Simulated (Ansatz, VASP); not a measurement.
One calculation of Mo, two programs

```xyz
1
Lattice="2.7488 0.0000 0.0000 -1.3744 2.3805 0.0000 0.0000 0.0000 2.5339" Properties=species:S:1:pos:R:3 pbc="T T T"
Mo    0.0000    0.0000    1.2670
```

Alike in both runs: functional r2SCAN; k mesh 18 × 18 × 16; occupations gaussian, width 0.1 eV; no spin polarisation.

Ansatz relaxed the structure, and its values are those at the end. VASP's run is a single point on that final structure, the one shown.

|  | VASP | Ansatz |
| --- | --- | --- |
| version | VASP 6.6.1 | Ansatz 0.2.0 |
| potentials or method | VASP PAW PBE potentials, release 64 (Mo_sv) | scalar-relativistic, plane waves, PAW |
| plane-wave cutoff (eV) | 520 | 500 |
| valence electrons in the cell | 14 | 14 |

```csv
,VASP,Ansatz,Ansatz less VASP
gap on the k mesh at the Fermi level (eV),none,none,-
pressure (GPa),1.1,0.0,-1.06
```

A gap of «none» marks a metal or a gap that the smearing closes. The functional is the same, so the differences come from potentials, cutoffs and numerics.

Caveats: the PAW data sets were made with another functional, which shifts forces and pressure a little (VASP).
